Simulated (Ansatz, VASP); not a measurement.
# Two plane-wave programs on CdF2

The input INCAR:

```
SYSTEM = CdF2
  PREC = Accurate
  ENCUT = 520
  EDIFF = 1E-7
  ISMEAR = 0
  SIGMA = 0.05
  LREAL = .FALSE.
  LASPH = .TRUE.
  NELM = 100
  ALGO = Normal
  ISIF = 2
  LWAVE = .FALSE.
  LCHARG = .FALSE.
  GGA = PS
  IVDW = 12
  NBANDS = 20
```

The input KPOINTS:

```
regular mesh
0
G
  8 8 8
  0 0 0
```

Contents of POSCAR:

```
CdF2
1.0
    0.0000000000      2.6416143646      2.6416143646
    2.6416143646      0.0000000000      2.6416143646
    2.6416143646      2.6416143646      0.0000000000
Cd F
1 2
Direct
    0.0000000000      0.0000000000      0.0000000000
    0.2500000000      0.2500000000      0.2500000000
    0.7500000000      0.7500000000      0.7500000000
```

Input for Ansatz:

```yaml
crystal:
  lattice:
    - [0.0, 2.6416143646, 2.6416143646]
    - [2.6416143646, 0.0, 2.6416143646]
    - [2.6416143646, 2.6416143646, 0.0]
  atoms:
    - { symbol: Cd, position: [0.0, 0.0, 0.0] }
    - { symbol: F, position: [0.25, 0.25, 0.25] }
    - { symbol: F, position: [0.75, 0.75, 0.75] }
basis:
  ecutwfc: 420
  ecutrho_ratio: 4
kpoints:
  mp_grid: { grid: [8, 8, 8] }
hamiltonian:
  xc: pbesol
  dispersion: d3bj
scf:
  occupations: { method: gaussian, width: 0.05 }
output:
  forces: true
  stress: true
  eigenvalues: true
```

Alike in both runs: task single point; functional PBEsol; dispersion D3(BJ); k mesh 8 × 8 × 8; occupations gaussian, width 0.05 eV; no spin polarisation.

```csv
,VASP,Ansatz
version,VASP 6.6.1,Ansatz 0.2.0
potentials or method,"VASP PAW PBE potentials, release 64 (Cd, F)","scalar-relativistic, plane waves, PAW"
plane-wave cutoff (eV),520,420
valence electrons in the cell,26,34
```

|  | VASP | Ansatz | Ansatz less VASP |
| --- | --- | --- | --- |
| gap on the k mesh at the Fermi level (eV) | 3.10 | 3.14 | +0.037 |
| least direct gap on the mesh (eV) | 3.51 | 3.55 | +0.036 |
| pressure (GPa) | 6.2 | 5.1 | -1.13 |
| dispersion energy (meV/atom) | -145.2 | -145.2 | -0.04 |

The two sets of potentials don't hold the same shells in valence.

Caveats: the PAW data sets were made with another functional, which shifts forces and pressure a little (VASP). A k mesh can miss the band edges. A hybrid or GW would open this gap; PBEsol tends to underestimate it.
